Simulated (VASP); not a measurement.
# C (P6_3/mmc) in VASP: further runs

The runs below take C through equation of state, with r2SCAN.

The COD entry that gives the cell may itself be a prediction, so a difference from it is no test against experiment.

All numbers are computed with VASP 6.6.1; they aren't measurements. Logs are shortened: lines on timing, memory, paths and dates and some standing lists are left out, and cuts for length are marked.

### Step 1. The structure

The structure is hexagonal, space group P6_3/mmc (No. 194). The conventional cell has a = 2.513 Å, b = 2.513 Å, c = 12.393 Å, α = 90.00°, β = 90.00°, γ = 120.00°. Around C (site symmetry 3m) lie 4 C at 1.54 Å. C (site symmetry 3m) is surrounded by 4 C at 1.54 Å. C (site symmetry 3m) is surrounded by 4 C at 1.54 to 1.57 Å.

This is a hexagonal form of diamond, not graphite.

### Step 2. Equation of state, r2SCAN, 5.42 Å³/atom (a relaxed cell with its volume scaled by 0.96)

INCAR

```
ALGO = Normal ; EDIFF = 1E-7
ENCUT = 520 ; ISIF = 2
ISMEAR = 0 ; KPAR = 4
LASPH = T ; LCHARG = F
LMIXTAU = T ; LREAL = F
LWAVE = F ; METAGGA = R2SCAN
NELM = 80 ; PREC = Accurate
SIGMA = 0.02
```

KPOINTS

```
k-points
0
Gamma
  10 10 4
```

POSCAR

```
C                                       
1.0
    2.4792856214      0.0000000000     -0.0000000000
   -1.2396428107      2.1471243314      0.0000000000
   -0.0000000000      0.0000000000     12.2259521292
  C             
    12
Direct
     0.6666666667000030    0.3333333332999970    0.3549545136420740
     0.3333333332999970    0.6666666667000030    0.8549545136420741
     0.6666666667000030    0.3333333332999970    0.1450454863579259
     0.3333333332999970    0.6666666667000030    0.6450454863579259
     0.6666666667000030    0.3333333332999970    0.4792344104922641
     0.3333333332999970    0.6666666667000030    0.9792344104922640
     0.6666666667000030    0.3333333332999970    0.0207655895077359
     0.3333333332999970    0.6666666667000030    0.5207655895077360
     0.0000000000000000    1.0000000000000000    0.8131747980279423
     0.0000000000000000    0.0000000000000000    0.3131747980279423
     0.0000000000000000    0.0000000000000000    0.6868252019720577
     0.0000000000000000    0.0000000000000000    0.1868252019720576
```

Potentials or basis: VASP PAW PBE potentials, release 64 (C).

The run is started by

```bash
$ cat potpaw_PBE.64/C/POTCAR > POTCAR
$ mpirun -np 4 vasp_std > vasp.out
```

OUTCAR:

```text
EDIFF = 1E-7
   ENCUT = 520
   ISIF = 2
   ISMEAR = 0
   LASPH = T
   LREAL = F
   METAGGA = R2SCAN
   NELM = 80
   PREC = Accurate

 ion  position               nearest neighbor table
   1  0.667  0.333  0.355-   5 1.52  10 1.52  10 1.52  10 1.52
   2  0.333  0.667  0.855-   6 1.52   9 1.52   9 1.52   9 1.52
   3  0.667  0.333  0.145-   7 1.52  12 1.52  12 1.52  12 1.52
   4  0.333  0.667  0.645-   8 1.52  11 1.52  11 1.52  11 1.52
   5  0.667  0.333  0.479-   8 1.52   8 1.52   8 1.52   1 1.52
   6  0.333  0.667  0.979-   7 1.52   7 1.52   7 1.52   2 1.52
   7  0.667  0.333  0.021-   6 1.52   6 1.52   6 1.52   3 1.52
   8  0.333  0.667  0.521-   5 1.52   5 1.52   5 1.52   4 1.52
   9  0.000  0.000  0.813-   2 1.52   2 1.52   2 1.52  11 1.54
  10  0.000  0.000  0.313-   1 1.52   1 1.52   1 1.52  12 1.54
  11  0.000  0.000  0.687-   4 1.52   4 1.52   4 1.52   9 1.54
  12  0.000  0.000  0.187-   3 1.52   3 1.52   3 1.52  10 1.54

  LATTYP: Found a hexagonal cell.
 ALAT       =     2.4792856214
 C/A-ratio  =     4.9312398796

  Lattice vectors:

 A1 = (   2.4792856214,   0.0000000000,   0.0000000000)
 A2 = (  -1.2396428107,   2.1471243314,   0.0000000000)
 A3 = (   0.0000000000,   0.0000000000,  12.2259521292)

Analysis of symmetry for initial positions (statically):
=====================================================================
 Subroutine PRICEL returns:
 Original cell was already a primitive cell.

 Routine SETGRP: Setting up the symmetry group for a
 hexagonal supercell.

 Subroutine GETGRP returns: Found 24 space group operations
 (whereof 12 operations were pure point group operations)
 out of a pool of 24 trial point group operations.

The static configuration has the point symmetry D_3d.
 The point group associated with its full space group is D_6h.

Analysis of symmetry for dynamics (positions and initial velocities):
=====================================================================
 Subroutine PRICEL returns:
 Original cell was already a primitive cell.

 Routine SETGRP: Setting up the symmetry group for a
 hexagonal supercell.

 Subroutine GETGRP returns: Found 24 space group operations
 (whereof 12 operations were pure point group operations)
 out of a pool of 24 trial point group operations.

The dynamic configuration has the point symmetry D_3d.
 The point group associated with its full space group is D_6h.

 Subroutine INISYM returns: Found 24 space group operations
 (whereof 12 operations are pure point group operations),
[... 129 lines left out ...]
   EMIN   =  10.00;   EMAX   =-10.00  energy-range for DOS
   EFERMI =   0.00;   METHOD = LEGACY
   ISMEAR =     0;   SIGMA  =   0.02  broadening in eV -4-tet -1-fermi 0-gaus
   EFERMI_NEDOS =   21; number of points for ismear=-14 and -15
   IALGO  =     38    algorithm
   IMIX   =      4    mixing-type and parameters
     AMIX     =   0.40;   BMIX     =  1.00
     AMIX_MAG =   1.60;   BMIX_MAG =  1.00
  volume/ion in A,a.u.               =       5.42        36.60
  Fermi-wavevector in a.u.,A,eV,Ry     =   1.479108  2.795108 29.766271  2.187759
  Thomas-Fermi vector in A             =   2.593306
   LORBIT       =      0    0 simple, 1 ext, 2 COOP (PROOUT), +10 PAW based schemes
   METAGGA = R2SCAN    functional components
   LHFCALC =     F    Hartree Fock is set to
   AEXX    =    0.0000 exact exchange contribution
   IVDW    =     0    specifies the selected vdW correction
   LEPSILON=     F    determine dielectric tensor
   LRPA    =     F    only Hartree local field effects (RPA)
 non-spin polarized calculation
 Gauss-broadening in eV      SIGMA  =   0.02
  energy-cutoff  :      520.00
  volume of cell :       65.08
 maximum number of plane-waves:      1775
   NGX =  9   NGY =  9   NGZ = 45

 number of electron      47.9999989 magnetization

 Free energy of the ion-electron system (eV)
  ---------------------------------------------------
  ext. energy  EPLUGINS =         0.00000000
  ---------------------------------------------------
  free energy    TOTEN  =      -117.68118093 eV

  energy without entropy =     -117.68118093  energy(sigma->0) =     -117.68118093

 E-fermi :  10.6033     XC(G=0): -14.5037

 val. band max:       10.4745237250   @ k =   0.0000   0.0000   0.0000
 cond. band min:      15.2424698075   @ k =   0.4000   0.0000   0.0000
 fundamental gap:      4.7679460825
 Fermi energy:        10.6032963267

 k-point     1 :       0.0000    0.0000    0.0000
  band No.  band energies     occupation
      1     -12.9612      2.00000
      2     -12.1853      2.00000
      3     -12.0970      2.00000
      4      -9.7741      2.00000
      5      -9.7025      2.00000
      6      -6.8223      2.00000
[... 805 lines left out ...]
     30      18.5010      0.00000
     31      19.0285      0.00000

 [... further k-points ...]

------------------------ aborting loop because EDIFF is reached ----------------------------------------

  FORCE on cell =-STRESS in cart. coord.  units (eV):
  Direction    XX          YY          ZZ          XY          YZ          ZX
  --------------------------------------------------------------------------------------
  -------------------------------------------------------------------------------------
  Total        8.3530471      8.3530471      8.4888143     -0.0000000     -0.0000000      0.0000000
  in kB      205.6312262    205.6312262    208.9734764     -0.0000000     -0.0000000      0.0000000
  external PRESSURE =     206.7453096 kB  Pullay stress =       0.0000000 kB

 VOLUME and BASIS-vectors are now :
 -----------------------------------------------------------------------------
  energy-cutoff  :      520.00
  volume of cell :       65.08
      direct lattice vectors                 reciprocal lattice vectors
     2.479285621  0.000000000  0.000000000     0.403341991  0.232869607  0.000000000
    -1.239642811  2.147124331  0.000000000     0.000000000  0.465739215  0.000000000
     0.000000000  0.000000000 12.225952129     0.000000000  0.000000000  0.081793221

 POSITION                                       TOTAL-FORCE (eV/Angst)
 -----------------------------------------------------------------------------------
      1.23964      0.71571      4.33966        -0.000000      0.000000      0.006408
     -0.00000      1.43142     10.45263         0.000000     -0.000000      0.006408
      1.23964      0.71571      1.77332        -0.000000      0.000000     -0.006408
     -0.00000      1.43142      7.88630         0.000000     -0.000000     -0.006408
      1.23964      0.71571      5.85910        -0.000000      0.000000      0.001988
     -0.00000      1.43142     11.97207        -0.000000      0.000000      0.001988
      1.23964      0.71571      0.25388        -0.000000     -0.000000     -0.001988
     -0.00000      1.43142      6.36686        -0.000000     -0.000000     -0.001988
      0.00000      0.00000      9.94184        -0.000000      0.000000     -0.042589
      0.00000      0.00000      3.82886         0.000000     -0.000000     -0.042589
      0.00000      0.00000      8.39709         0.000000      0.000000      0.042589
      0.00000      0.00000      2.28412         0.000000      0.000000      0.042589
 -----------------------------------------------------------------------------------
    total drift:                               -0.000000     -0.000000      0.000000

  FREE ENERGIE OF THE ION-ELECTRON SYSTEM (eV)
  ---------------------------------------------------
  free  energy   TOTEN  =      -117.6811809253 eV

  energy  without entropy=     -117.6811809253  energy(sigma->0) =     -117.68118093
```

stdout:

```text
POSCAR found type information on POSCAR C
 POSCAR found :  1 types and      12 ions
 scaLAPACK will be used
 -----------------------------------------------------------------------------
|                                                                             |
|                                                                             |
|     You enforced a specific xc type in the INCAR file but a different       |
|     I HOPE YOU KNOW WHAT YOU ARE DOING!                                     |
|                                                                             |
 -----------------------------------------------------------------------------

 LDA part: xc-table for (None), standard interpolation
 POSCAR, INCAR and KPOINTS ok, starting setup
 FFT: planning ... GRIDC
 FFT: planning ... GRID_SOFT
 FFT: planning ... GRID
 WAVECAR not read
 entering main loop
```

It took 60 s on 4 MPI ranks of Intel Xeon 6975P-C (Granite Rapids), shared host; peak memory 0.2 GiB.

Results:

| Quantity | Value |
| --- | --- |
| Free energy | -117.6812 eV |
| Pressure | 20.7 GPa |
| Largest force | 0.043 eV/Å |
| Band gap on the k mesh | 4.77 eV, indirect (least direct gap 5.73 eV) |

Caveat: the PAW data sets were made with another functional, which shifts forces and pressure a little.

### Step 3. Equation of state, r2SCAN, 5.54 Å³/atom (a relaxed cell with its volume scaled by 0.98)

INCAR is that of step 2.

KPOINTS is that of step 2.

Changes to POSCAR since step 2:

```diff
@@ -2,5 +2,5 @@
 1.0
-    2.4792856214      0.0000000000     -0.0000000000
-   -1.2396428107      2.1471243314      0.0000000000
-   -0.0000000000      0.0000000000     12.2259521292
+    2.4963846833      0.0000000000     -0.0000000000
+   -1.2481923417      2.1619325534      0.0000000000
+   -0.0000000000      0.0000000000     12.3102717050
   C
```

Potentials or basis: VASP PAW PBE potentials, release 64 (C).

The run is started by

```bash
$ cat potpaw_PBE.64/C/POTCAR > POTCAR
$ mpirun -np 4 vasp_std > vasp.out
```

Wall time 68 s (4 MPI ranks of Intel Xeon 6975P-C (Granite Rapids), shared host); peak memory 0.22 GiB.

The run converged. Its results:

* Free energy: -117.8142 eV
* Pressure: 10.2 GPa
* Largest force: 0.025 eV/Å
* Band gap on the k mesh: 4.71 eV, indirect (least direct gap 5.68 eV)

Caveat: the PAW data sets were made with another functional, which shifts forces and pressure a little.

### Step 4. Equation of state, r2SCAN, 5.65 Å³/atom

INCAR is that of step 3.

KPOINTS is that of step 3.

Changes to POSCAR since step 3:

```diff
@@ -2,5 +2,5 @@
 1.0
-    2.4963846833      0.0000000000     -0.0000000000
-   -1.2481923417      2.1619325534      0.0000000000
-   -0.0000000000      0.0000000000     12.3102717050
+    2.5132526591      0.0000000000     -0.0000000000
+   -1.2566263295      2.1765406489      0.0000000000
+   -0.0000000000      0.0000000000     12.3934517397
   C
```

The run is started by

```bash
$ cat potpaw_PBE.64/C/POTCAR > POTCAR
$ mpirun -np 4 vasp_std > vasp.out
```

Run time: 63 s. Hardware: 4 MPI ranks of Intel Xeon 6975P-C (Granite Rapids), shared host; peak memory 0.22 GiB.

Results (log left out):

- Free energy: -117.8627 eV
- Pressure: 0.7 GPa
- Largest force: 0.008 eV/Å
- Band gap on the k mesh: 4.66 eV, indirect (least direct gap 5.63 eV)

Caveat: the PAW data sets were made with another functional, which shifts forces and pressure a little.

### Step 5. Equation of state, r2SCAN, 5.76 Å³/atom (a relaxed cell with its volume scaled by 1.02)

INCAR is that of step 4.

KPOINTS is that of step 4.

Changes to POSCAR since step 4:

```diff
@@ -2,5 +2,5 @@
 1.0
-    2.5132526591      0.0000000000     -0.0000000000
-   -1.2566263295      2.1765406489      0.0000000000
-   -0.0000000000      0.0000000000     12.3934517397
+    2.5298972015      0.0000000000     -0.0000000000
+   -1.2649486007      2.1909552455      0.0000000000
+   -0.0000000000      0.0000000000     12.4755299710
   C
```

The run is started by

```bash
$ cat potpaw_PBE.64/C/POTCAR > POTCAR
$ mpirun -np 4 vasp_std > vasp.out
```

It took 76 s on 4 MPI ranks of Intel Xeon 6975P-C (Granite Rapids), shared host; peak memory 0.22 GiB.

It converged, with:

```
Free energy            : -117.8341 eV
Pressure               : -7.9 GPa
Largest force          : 0.012 eV/Å
Band gap on the k mesh : 4.61 eV, indirect (least direct gap 5.58 eV)
```

Caveat: the PAW data sets were made with another functional, which shifts forces and pressure a little.

### Step 6. Equation of state, r2SCAN, 5.88 Å³/atom (a relaxed cell with its volume scaled by 1.04)

INCAR is that of step 5.

KPOINTS is that of step 5.

Changes to POSCAR since step 5:

```diff
@@ -2,5 +2,5 @@
 1.0
-    2.5298972015      0.0000000000     -0.0000000000
-   -1.2649486007      2.1909552455      0.0000000000
-   -0.0000000000      0.0000000000     12.4755299710
+    2.5463255657      0.0000000000     -0.0000000000
+   -1.2731627829      2.2051826262      0.0000000000
+   -0.0000000000      0.0000000000     12.5565421759
   C
```

Potentials or basis: VASP PAW PBE potentials, release 64 (C).

The run is started by

```bash
$ cat potpaw_PBE.64/C/POTCAR > POTCAR
$ mpirun -np 4 vasp_std > vasp.out
```

Wall time 76 s (4 MPI ranks of Intel Xeon 6975P-C (Granite Rapids), shared host); peak memory 0.22 GiB.

Results (log left out):

* Free energy: -117.7356 eV
* Pressure: -15.8 GPa
* Largest force: 0.024 eV/Å
* Band gap on the k mesh: 4.55 eV, indirect (least direct gap 5.54 eV)

Caveat: the PAW data sets were made with another functional, which shifts forces and pressure a little.

### Step 7. Equation of state, r2SCAN

This step only gathers the single runs of the series.

What came out:

| Quantity | Value |
| --- | --- |
| Equilibrium volume | 5.66 Å³/atom |
| Bulk modulus at fixed shape and positions | 451 GPa |
| Pressure derivative of the bulk modulus | 3.8 (rough: it moves with the points fitted) |

Energy against volume, from the lowest point:
| volume (Å³/atom) | energy (meV/atom) |
| --- | --- |
| 5.424 | 15.13 |
| 5.537 | 4.04 |
| 5.650 | 0.00 |
| 5.763 | 2.38 |
| 5.876 | 10.59 |

Caveat: the cell was scaled at fixed shape and fractional positions, which overstates the stiffness of a crystal with free parameters, most of all of layers and chains; the PAW data sets were made with another functional, which shifts forces and pressure a little.
